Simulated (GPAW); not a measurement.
# ZnS (Wurtzite-4H) (P6_3mc) in GPAW: settings compared, part 2 of 2

GPAW 26.7.0. Earlier steps stand in the parts before.

## (3) Band structure, LDA

run.py

```python
from ase import Atoms
from ase.dft.bandgap import bandgap
from ase.io import write
from ase.units import GPa
from gpaw import GPAW, PW

atoms = Atoms(['Zn', 'Zn', 'Zn', 'Zn', 'S', 'S', 'S', 'S'],
              cell=[[3.8227, 0.0, 0.0],
                    [-1.91135, 3.310555311, 0.0],
                    [0.0, 0.0, 12.52]],
              scaled_positions=[[0.6666666667, 0.3333333333, 0.75],
                                [0.3333333333, 0.6666666667, 0.25],
                                [0.0, 0.0, 0.5],
                                [0.0, 0.0, 0.0],
                                [0.6666666667, 0.3333333333, 0.9375],
                                [0.3333333333, 0.6666666667, 0.4375],
                                [0.0, 0.0, 0.6875],
                                [0.0, 0.0, 0.1875]],
              pbc=True)

calc = GPAW(mode=PW(600),
            xc='LDA',
            kpts={'size': (5, 5, 2), 'gamma': True},
            occupations={'name': 'fermi-dirac', 'width': 0.05},
            nbands=57,
            convergence={'density': 1e-05, 'energy': 1e-05},
            maxiter=150,
            txt='gpaw.txt')
atoms.calc = calc
energy = atoms.get_potential_energy()
forces = atoms.get_forces()
stress = atoms.get_stress()
calc.write('gs.gpw')
write('result.traj', atoms)
print(f'Energy: {energy:.6f} eV')
print('Forces (eV/A):')
print(forces.round(4))
print('Stress (GPa):', (stress / GPa).round(3))
print('Fermi level:', round(calc.get_fermi_level(), 4), 'eV')
print(f'Gap: {bandgap(calc)[0]:.4f} eV, direct: {bandgap(calc, direct=True)[0]:.4f} eV')

path = atoms.cell.bandpath('GMKGALHA,LM,KH', npoints=60, eps=1e-4)
bs_calc = calc.fixed_density(kpts=path, symmetry='off', nbands=87,
                             convergence={'bands': 'CBM+6.0', 'eigenstates': 1e-6}, txt='bands.txt')
bs = bs_calc.band_structure()
bs.write('bs.json')
print(f'Gap on the path: {bandgap(bs_calc)[0]:.4f} eV')
```

Potentials or basis: the program's PAW data sets (release 1.2.1) made for this functional, pw.

Command:

```bash
> OMP_NUM_THREADS=1 python run.py
```

gpaw.txt:

```text
__  _  _
 | _ |_)|_||  |
 |__||  | ||/\| - 26.7.0

Input parameters:
  mode=PW(ecut=600.0),
  convergence={'density': 1e-05, 'energy': 1e-05},
  kpts=MonkhorstPack(size=(5, 5, 2), gamma=True),
  maxiter=150,
  nbands=57,
  occupations=Occupations(name='fermi-dirac', width=0.05),
  xc=XC(name='LDA')

Diagonalizing LCAO Hamiltonian
Converting LCAO to pw mode

             S

             Zn

       S
[... 6 lines left out ...]
       S

       Zn

Atoms  # Å, Bohr magnetons
|   | symbol |         x |        y |         z |    initial magnetic moments |
|---|--------|-----------|----------|-----------|-----------------------------|
| 0 |     Zn |  1.911350 | 1.103518 |  9.390000 | ( 0.0000,  0.0000,  0.0000) |
| 1 |     Zn | -0.000000 | 2.207037 |  3.130000 | ( 0.0000,  0.0000,  0.0000) |
| 2 |     Zn |  0.000000 | 0.000000 |  6.260000 | ( 0.0000,  0.0000,  0.0000) |
| 3 |     Zn |  0.000000 | 0.000000 |  0.000000 | ( 0.0000,  0.0000,  0.0000) |
| 4 |      S |  1.911350 | 1.103518 | 11.737500 | ( 0.0000,  0.0000,  0.0000) |
| 5 |      S | -0.000000 | 2.207037 |  5.477500 | ( 0.0000,  0.0000,  0.0000) |
| 6 |      S |  0.000000 | 0.000000 |  8.607500 | ( 0.0000,  0.0000,  0.0000) |
| 7 |      S |  0.000000 | 0.000000 |  2.347500 | ( 0.0000,  0.0000,  0.0000) |

Unit cell  # Å
| periodic |         x |        y |         z |   lengths |     angles |
|----------|-----------|----------|-----------|-----------|------------|
|      yes |  3.822700 | 0.000000 |  0.000000 |  3.822700 |  90.000000 |
|      yes | -1.911350 | 3.310555 |  0.000000 |  3.822700 |  90.000000 |
|      yes |  0.000000 | 0.000000 | 12.520000 | 12.520000 | 120.000000 |

Number of symmetries: 6
Symmetry operations  # r_c * U_cc + t_c -> r_c
|   | kind |            matrix            |
[... 144 lines left out ...]
|iter:   5| |  -33.045721 | -2.57 | -2.08 |
|iter:   6| |  -33.046990 | -3.18 | -2.39 |
|iter:   7| |  -33.045572 | -3.86 | -2.93 |
|iter:   8| |  -33.045588 | -4.87 | -3.47 |
|iter:   9| |  -33.045587c| -5.70 | -3.77 |
|iter:  10| |  -33.045588c| -6.47 | -4.29 |
|iter:  11| |  -33.045588c| -7.42c| -5.14c|

Converged in 11 steps
Energy contributions relative to reference atoms: (reference = -238449.942589)

Energy contributions:
  Kinetic:          29.704135
  Coulomb:         -25.186619
  Zero:              0.144949
  External:          0.000000
  Xc:              -37.708053
  Entropy:          -0.000000
  Spinorbit:         0.000000
  ----------------------------
  Free energy:     -33.045588
  Extrapolated:    -33.045588

dipole moment: (-19.498492, -33.772358, -16.727977)  # |e|*Ang

Fermi level: 4.404
Eigenvalues  # (at kpt = [0.000, 0.000, 0.000])
| band index |      eig [eV] | occ [0-2] |
|------------|---------------|-----------|
|          0 |        -9.671 |     2.000 |
|        ... |               |           |
|         28 |         2.563 |     2.000 |
|         29 |         2.965 |     2.000 |
|         30 |         2.965 |     2.000 |
|         31 |         2.983 |     2.000 |
|         32 |         2.983 |     2.000 |
|         33 |         3.401 |     2.000 |
[... 8 lines left out ...]
|         42 |         9.727 |     0.000 |
|         43 |         9.925 |     0.000 |
|        ... |               |           |
|         56 |        14.813 |     0.000 |

Gap: 1.872 eV
Transition (v -> c):
  (s=0, k=0, n=35, [0.00, 0.00, 0.00]) -> (s=0, k=0, n=36, [0.00, 0.00, 0.00])
No difference between direct/indirect transitions

Forces  # eV/Ang
|        x |        y |        z |
|----------|----------|----------|
|  0.00000 |  0.00000 |  0.00507 |  # Zn   0
| -0.00000 |  0.00000 |  0.00488 |  # Zn   1
|  0.00000 |  0.00000 |  0.02227 |  # Zn   2
| -0.00000 |  0.00000 |  0.02195 |  # Zn   3
|  0.00000 |  0.00000 |  0.01405 |  # S    4
| -0.00000 |  0.00000 |  0.01507 |  # S    5
|  0.00000 | -0.00000 | -0.04173 |  # S    6
|  0.00000 | -0.00000 | -0.04124 |  # S    7

Stress tensor  # eV/Ang^3
|        x |         y |         z |
|----------|-----------|-----------|
| 0.031346 |  0.000000 |  0.000000 |
| 0.000000 |  0.031346 | -0.000000 |
| 0.000000 | -0.000000 |  0.032907 |

# Writing to gs.gpw (mode='')
```

bands.txt:

```text
Diagonalizing LCAO Hamiltonian
Converting LCAO to pw mode
convergence criteria:
- Maximum integral of absolute [eigenst]ate change: 1e-06 eV^2 / valence electron
maximum number of iterations: 150

SCF iterations
|iter     | |      energy | eigst |  dens |
|---------|-|-------------|-------|-------|
|iter:   1| |             | +1.35 |       |
[... 69 lines left out ...]
         [0.02564103, 0.02564103, 0.5       ],
         [0.        , 0.        , 0.5       ],
         [0.5       , 0.        , 0.5       ],
         [0.5       , 0.        , 0.25      ],
         [0.5       , 0.        , 0.        ],
         [0.33333333, 0.33333333, 0.        ],
         [0.33333333, 0.33333333, 0.25      ],
         [0.33333333, 0.33333333, 0.5       ]])),
  maxiter=150,
  nbands=87,
  occupations=Occupations(name='fermi-dirac', width=0.05),
  symmetry=Symmetry(point_group=False, time_reversal=False),
  xc=XC(name='LDA')
```

It took 8.9 min on 1 thread of Arm Neoverse V2, shared host; peak memory 0.87 GiB.

What came out:

| Property | Result |
| --- | --- |
| Free energy | -33.0456 eV |
| Pressure | -5.1 GPa |
| Largest force | 0.042 eV/Å |
| Band gap on the k mesh | 1.87 eV, direct |
| Band gap along the path | 1.87 eV, direct |

Forces on the atoms (eV/Å):
```
Zn   0.000  0.000  0.005
Zn   0.000  0.000  0.005
Zn   0.000  0.000  0.022
Zn   0.000  0.000  0.022
S    0.000  0.000  0.014
S    0.000  0.000  0.015
S    0.000  0.000 -0.042
S    0.000  0.000 -0.041
```

Levels at the corners of the path, in eV from the valence-band top:
```csv
point,band 34,band 35,band 36,band 37,band 38,band 39
Γ,-0.04,0.00,0.00,1.87,2.97,3.17
M,-1.59,-1.12,-0.88,3.09,3.14,3.56
K,-1.78,-1.78,-1.34,4.31,4.73,4.73
Γ,-0.04,0.00,0.00,1.87,2.97,3.17
A,-0.15,-0.15,-0.15,2.76,2.76,3.09
L,-1.53,-1.11,-1.11,3.48,3.48,3.82
H,-1.82,-1.63,-1.63,4.18,4.18,5.03
A,-0.15,-0.15,-0.15,2.76,2.76,3.09
L,-1.53,-1.11,-1.11,3.48,3.48,3.82
M,-1.59,-1.12,-0.88,3.09,3.14,3.56
K,-1.78,-1.78,-1.34,4.31,4.73,4.73
H,-1.82,-1.63,-1.63,4.18,4.18,5.03
```

## (4) Equation of state, LDA

run.py

```python
from ase import Atoms
from ase.eos import EquationOfState
from ase.io import Trajectory
from ase.units import GPa
from gpaw import GPAW, PW

atoms = Atoms(['Zn', 'Zn', 'Zn', 'Zn', 'S', 'S', 'S', 'S'],
              cell=[[3.8227, 0.0, 0.0],
                    [-1.91135, 3.310555311, 0.0],
                    [0.0, 0.0, 12.52]],
              scaled_positions=[[0.6666666667, 0.3333333333, 0.75],
                                [0.3333333333, 0.6666666667, 0.25],
                                [0.0, 0.0, 0.5],
                                [0.0, 0.0, 0.0],
                                [0.6666666667, 0.3333333333, 0.9375],
                                [0.3333333333, 0.6666666667, 0.4375],
                                [0.0, 0.0, 0.6875],
                                [0.0, 0.0, 0.1875]],
              pbc=True)

traj = Trajectory('eos.traj', 'w')
volumes, energies = [], []
for x in [0.94, 0.96, 0.98, 1.0, 1.02, 1.04, 1.06]:
    a = atoms.copy()
    a.set_cell(atoms.cell * x**(1 / 3), scale_atoms=True)
    calc = GPAW(mode=PW(600),
                xc='LDA',
                kpts={'size': (5, 5, 2), 'gamma': True},
                occupations={'name': 'fermi-dirac', 'width': 0.05},
                nbands=57,
                convergence={'density': 1e-05, 'energy': 1e-05},
                maxiter=150,
                txt=f'eos-{x:.2f}.txt')
    a.calc = calc
    energies.append(a.get_potential_energy(force_consistent=True))
    volumes.append(a.get_volume())
    p = -a.get_stress()[:3].mean() / GPa
    calc.write(f'eos-{x:.2f}.gpw')
    traj.write(a)
    print(f'{x:.2f} {volumes[-1]:10.4f} A^3 {energies[-1]:14.6f} eV {p:9.3f} GPa', flush=True)

v0, e0, B = EquationOfState(volumes, energies, eos='birchmurnaghan').fit()
print(f'V0 = {v0:.4f} A^3, E0 = {e0:.6f} eV, B0 = {B / GPa:.2f} GPa')
```

Command:

```bash
> OMP_NUM_THREADS=1 python run.py
```

It took 8.3 min on 1 thread of Arm Neoverse V2, shared host; peak memory 0.54 GiB.

Results (log left out):

```yaml
Equilibrium_volume: "18.51 Å³/atom (rough: see the caveat)"
Bulk_modulus_at_fixed_shape_and_positions: 87 GPa (rough)
```

Energy against volume, from the lowest point:
```tsv
volume (Å³/atom)	energy (meV/atom)
18.617	0.00
19.013	3.37
19.409	10.69
19.805	21.54
20.202	35.52
20.598	52.29
20.994	71.55
```

Caveat: the k mesh is coarse (spacing up to 0.38 Å⁻¹), so the values aren't converged; the minimum lies outside the volumes run; the cell was scaled at fixed shape and fractional positions, which overstates the stiffness of a crystal with free parameters, most of all of layers and chains.

## (5) Band structure, r2SCAN

run.py

```python
from ase import Atoms
from ase.dft.bandgap import bandgap
from ase.io import write
from ase.units import GPa
from gpaw import GPAW, PW

atoms = Atoms(['Zn', 'Zn', 'Zn', 'Zn', 'S', 'S', 'S', 'S'],
              cell=[[3.8227, 0.0, 0.0],
                    [-1.91135, 3.310555311, 0.0],
                    [0.0, 0.0, 12.52]],
              scaled_positions=[[0.6666666667, 0.3333333333, 0.75],
                                [0.3333333333, 0.6666666667, 0.25],
                                [0.0, 0.0, 0.5],
                                [0.0, 0.0, 0.0],
                                [0.6666666667, 0.3333333333, 0.9375],
                                [0.3333333333, 0.6666666667, 0.4375],
                                [0.0, 0.0, 0.6875],
                                [0.0, 0.0, 0.1875]],
              pbc=True)

calc = GPAW(mode=PW(600),
            xc='MGGA_X_R2SCAN+MGGA_C_R2SCAN',
            kpts={'size': (5, 5, 2), 'gamma': True},
            occupations={'name': 'fermi-dirac', 'width': 0.05},
            nbands=57,
            convergence={'density': 1e-05, 'energy': 1e-05},
            maxiter=150,
            txt='gpaw.txt')
atoms.calc = calc
energy = atoms.get_potential_energy()
forces = atoms.get_forces()
stress = atoms.get_stress()
calc.write('gs.gpw')
write('result.traj', atoms)
print(f'Energy: {energy:.6f} eV')
print('Forces (eV/A):')
print(forces.round(4))
print('Stress (GPa):', (stress / GPa).round(3))
print('Fermi level:', round(calc.get_fermi_level(), 4), 'eV')
print(f'Gap: {bandgap(calc)[0]:.4f} eV, direct: {bandgap(calc, direct=True)[0]:.4f} eV')

path = atoms.cell.bandpath('GMKGALHA,LM,KH', npoints=60, eps=1e-4)
bs_calc = calc.fixed_density(kpts=path, symmetry='off', nbands=87,
                             convergence={'bands': 'CBM+6.0', 'eigenstates': 1e-6}, txt='bands.txt')
bs = bs_calc.band_structure()
bs.write('bs.json')
print(f'Gap on the path: {bandgap(bs_calc)[0]:.4f} eV')
```

Potentials or basis: GPAW PAW data sets (gpaw-data 1.2.1), pw.

Command:

```bash
> OMP_NUM_THREADS=1 python run.py
```

Wall time 23 min (1 thread of Arm Neoverse V2, shared host); peak memory 0.97 GiB.

It converged, with:

```
Free energy             : -70.7142 eV
Pressure                : -1.3 GPa
Largest force           : 0.045 eV/Å
Band gap on the k mesh  : 2.69 eV, direct
Band gap along the path : 2.69 eV, direct
```

Forces on the atoms (eV/Å):
```
Zn   0.000  0.000  0.012
Zn   0.000  0.000  0.012
Zn   0.000  0.000  0.024
Zn   0.000  0.000  0.024
S    0.000  0.000  0.011
S    0.000  0.000  0.011
S    0.000  0.000 -0.045
S    0.000  0.000 -0.045
```

Stress tensor (GPa, compression positive):
```
-1.25  0.00  0.00
 0.00 -1.25  0.00
 0.00  0.00 -1.49
```

Levels at the corners of the path, in eV from the valence-band top:
```
point  band 34  band 35  band 36  band 37  band 38  band 39
    Γ    -0.04     0.00     0.00     2.69     3.69     3.91
    M    -1.61    -1.13    -0.90     3.74     3.74     4.17
    K    -1.80    -1.80    -1.37     4.98     5.30     5.30
    Γ    -0.04     0.00     0.00     2.69     3.69     3.91
    A    -0.15    -0.15    -0.15     3.51     3.51     3.82
    L    -1.53    -1.13    -1.13     4.08     4.08     4.47
    H    -1.84    -1.65    -1.65     4.75     4.75     5.70
    A    -0.15    -0.15    -0.15     3.51     3.51     3.82
    L    -1.53    -1.13    -1.13     4.08     4.08     4.47
    M    -1.61    -1.13    -0.90     3.74     3.74     4.17
    K    -1.80    -1.80    -1.37     4.98     5.30     5.30
    H    -1.84    -1.65    -1.65     4.75     4.75     5.70
```

Caveat: the PAW data sets were made with another functional, which shifts forces and pressure a little.

## (6) Overview

| task | level | potentials or basis | k mesh | band path | band points | mesh quality | gap on the mesh (eV) | pressure (GPa) | largest force (eV/Å) |
| --- | --- | --- | --- | --- | --- | --- | --- | --- | --- |
| single point | TB-mBJ | GPAW PAW data sets for LDA (gpaw-data 1.2.1), pw | 6 × 6 × 2 | - | - | not flagged | 3.69 | - | - |
| band structure | LDA | the program's PAW data sets (release 1.2.1) made for this functional, pw | 5 × 5 × 2 | GMKGALHA,LM,KH | 60 | not flagged | 1.87 | -5.1 | 0.04 |
| equation of state | LDA | the program's PAW data sets (release 1.2.1) made for this functional, pw | 5 × 5 × 2 | - | - | coarse | - | - | - |
| band structure | r2SCAN | GPAW PAW data sets (gpaw-data 1.2.1), pw | 5 × 5 × 2 | GMKGALHA,LM,KH | 60 | not flagged | 2.69 | -1.3 | 0.04 |

Alike in all rows: no spin polarisation; cell as given; cutoff (eV) 600; smearing fermi-dirac 0.05 eV.

Caveats: some runs use coarse meshes; the PAW data sets were made with another functional, which shifts forces and pressure a little (some runs); a model potential gives levels but no total energy (some runs); the minimum lies outside the volumes run (some runs); the cell was scaled at fixed shape and fractional positions, which overstates the stiffness of a crystal with free parameters, most of all of layers and chains (some runs).

Absolute energies hang on the potentials; compare differences alone.

## (7) How close it comes

Step 2. A measured gap of ZnS is 3.911 eV (direct; 4 K; a printed reference work, monograph); the calculated 3.69 eV misses it by -0.22 eV. The value is that of TB-mBJ, without temperature or zero-point motion.

Step 3. A measured gap of ZnS is 3.911 eV (direct; 4 K; a printed reference work, monograph); the calculated 1.87 eV misses it by -2.04 eV. So large a miss can be the level of theory's own, or it may mean another phase, state or a wrong row. The value is that of LDA, without temperature or zero-point motion. Semilocal functionals fall short of measured gaps as a rule.

Step 5. A measured gap of ZnS is 3.911 eV (direct; 4 K; a printed reference work, monograph); the calculated 2.69 eV misses it by -1.22 eV. The value is that of r2SCAN, without temperature or zero-point motion.
